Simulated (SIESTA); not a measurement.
The system is GaN.

```
CELL_PARAMETERS angstrom
0.00000 2.25350 2.25350
2.25350 0.00000 2.25350
2.25350 2.25350 0.00000
ATOMIC_POSITIONS crystal
Ga 0.00000 0.00000 0.00000
N 0.25000 0.25000 0.25000
```

The cell is a database's computed one.

Program: SIESTA 5.4.2. Alike in all runs: task band structure; level PBE; cell as given; smearing fermi-dirac 0.05 eV; grid cutoff 800 Ry; energy shift 0.003 Ry. Hardware: 1 thread of Intel(R) Xeon(R) 6975P-C (Granite Rapids), with other jobs on the host.

Problem. Order these runs on this cell by their wall time, lowest first.
A. potentials or basis PseudoDojo 0.4 standard (PBE files, fully relativistic), TZP (energy shift 0.003 Ry; two zetas on semicore shells); spin non-collinear, zero start, SOC; k mesh 8 × 8 × 8
B. potentials or basis PseudoDojo 0.4 standard (PBE files), SZ (energy shift 0.003 Ry); spin off; k mesh 10 × 10 × 10
C. potentials or basis PseudoDojo 0.4 standard (PBE files), DZDP (energy shift 0.003 Ry; two zetas on semicore shells); spin off; k mesh 10 × 10 × 10
D. potentials or basis PseudoDojo 0.4 standard (PBE files), SZP (energy shift 0.003 Ry); spin off; k mesh 10 × 10 × 10

Solution. B (15 s), D (54 s), C (140 s), A (300 s).

Caveats: the basis has no polarisation orbitals (some runs).
